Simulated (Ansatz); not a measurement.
System: PbSe (rock salt type), 2 atoms in the cell.

```
Pb Se
1.0
     0.00000    3.10500    3.10500
     3.10500    0.00000    3.10500
     3.10500    3.10500    0.00000
Pb Se
1 1
Direct
  0.00000 0.00000 0.00000
  0.50000 0.50000 0.50000
```

Code and potentials: Ansatz PAW hard set, 700 eV. Settings of the plain PBE run: k-mesh 6×6×6 Γ-centred; Fermi–Dirac smearing of 0.02 eV; no spin polarisation; no spin–orbit coupling.

Plain PBE gives:

```
Pressure        : 0.14 GPa
Gap on the mesh : 0.43 eV
```

Q: What changes under PBE with spin–orbit coupling?

A: The pressure goes down by 0.42 GPa to -0.28 GPa; gap on the mesh: no clear gap.

Q: What changes under r²SCAN?

A: The pressure goes down by 0.94 GPa to -0.80 GPa; the gap goes up by 0.29 eV to 0.72 eV.

The stress includes the program's correction for the finite plane-wave basis.

A gap read on the mesh is an upper bound of this method's gap, since the mesh can miss a band edge. The k-mesh is modest, so these values aren't fully converged in k. Potentials made with PBE were used with another functional (at least in: Ansatz PAW hard set, 700 eV (r²SCAN)). Semilocal functionals give gaps that mostly lie well below measured ones.
